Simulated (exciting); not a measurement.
Here is an exciting (release sodium) calculation.

File input.xml:

```xml
<input>
  <title>Te</title>
  <structure speciespath="./" tshift="false">
    <crystal scale="1">
      <basevect>4.357527677288 2.515819777515 3.195439389793</basevect>
      <basevect>-4.357527677288 2.515819777515 3.195439389793</basevect>
      <basevect>0.000000000000 -5.031639555030 3.195439389793</basevect>
    </crystal>
    <species speciesfile="Te.xml" rmt="2.3">
      <atom coord="0.500000000000 0.500000000000 0.500000000000"/>
    </species>
  </structure>
  <groundstate do="fromscratch" ngridk="9 9 9" rgkmax="9" gmaxvr="14" lmaxapw="10" lmaxmat="10" lmaxvr="8" xctype="GGA_PBE_SOL" stype="Fermi Dirac" swidth="0.00183747" nempty="8" ValenceRelativity="iora*" epsengy="1e-05" epspot="1e-05" maxscl="60" tforce="true" outputlevel="normal"/>
</input>
```

Potentials or basis: all-electron LAPW+lo, shipped species files, valence relativity iora*.

Command:

```bash
$ OMP_NUM_THREADS=1 exciting_smp
```

(1) Predict the band gap on the k mesh.

Answers

(1) none (metal or under the smearing width).
